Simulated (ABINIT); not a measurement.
Crystal: SnSe2.

```
CELL_PARAMETERS angstrom
3.81100 0.00000 0.00000
-1.90550 3.30042 0.00000
0.00000 0.00000 6.13600
ATOMIC_POSITIONS crystal
Sn 0.00000 0.00000 0.00000
Se 0.66667 0.33333 0.75100
Se 0.33333 0.66667 0.24900
```

Base run:

| Property | Result |
| --- | --- |
| Program | ABINIT 10.8.3 (patched build) |
| Functional | HSE06 |
| Potentials or basis | SG15 NC PBE v1.2 |
| Cutoff | 490 eV |
| k mesh | 6 × 6 × 4 |
| Occupations | fixed |
| Spin | no spin polarisation |

Its results: band gap on the k mesh 1.41 eV, indirect (least direct gap 1.76 eV); pressure 2.2 GPa; largest force 0.324 eV/Å.

Question: The run is repeated on the same cell with these changes: functional from HSE06 to PBE. What comes out?

Answer: Band gap on the k mesh 0.80 eV, indirect (least direct gap 1.08 eV); pressure 5.4 GPa; largest force 0.788 eV/Å.

HSE06 gives the wider gap, since exact exchange removes part of the self-interaction.

Caveats: spin-orbit coupling is left out, which moves the levels of the heavy elements; this functional lacks dispersion, which binds the layers, so the pressure and a relaxed spacing across them are unreliable; Libxc's HSE differs a little from that of other programs (some runs); the potentials were made for another functional, which shifts forces and pressure (some runs).

A k mesh can miss the band edges.

Not every run made on this cell is shown here.
